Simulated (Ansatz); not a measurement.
## Zr at several levels of theory

One geometry, relaxed with PBE, and single points on it; plane waves with PAW potentials in Ansatz, scalar-relativistic unless the row names spin-orbit coupling. No spin polarisation. Meshes are on the primitive cell of 1 atom. Gaps are the least over mesh and band path; pressure is positive in compression. Smearing is Gaussian, 0.10 eV.

```cif
data_structure
_symmetry_space_group_name_H-M 'Fm-3m'
_symmetry_Int_Tables_number 225
_cell_length_a 4.5271
_cell_length_b 4.5271
_cell_length_c 4.5271
_cell_angle_alpha 90.000
_cell_angle_beta 90.000
_cell_angle_gamma 90.000
_cell_volume 92.78
loop_
_atom_site_label
_atom_site_type_symbol
_atom_site_symmetry_multiplicity
_atom_site_Wyckoff_symbol
_atom_site_fract_x
_atom_site_fract_y
_atom_site_fract_z
_atom_site_occupancy
Zr1 Zr 4 a 0.00000 0.00000 0.00000 1
```

```json
{"level": "PBE", "cutoff (eV)": "420", "k mesh": "16×16×16", "gap (eV)": "0", "pressure (GPa)": "0.0", "rough cost with bands (core-min)": "0.16"}
{"level": "r2SCAN", "cutoff (eV)": "500", "k mesh": "16×16×16", "gap (eV)": "0", "pressure (GPa)": "0.5", "rough cost with bands (core-min)": "0.28"}
{"level": "PBE with spin-orbit coupling", "cutoff (eV)": "420", "k mesh": "16×16×16", "gap (eV)": "0", "pressure (GPa)": "0.0", "rough cost with bands (core-min)": "0.3"}
{"level": "LDA", "cutoff (eV)": "420", "k mesh": "16×16×16", "gap (eV)": "0", "pressure (GPa)": "-6.6", "rough cost with bands (core-min)": "0.14"}
```

This fcc form isn't the element's structure at ambient conditions.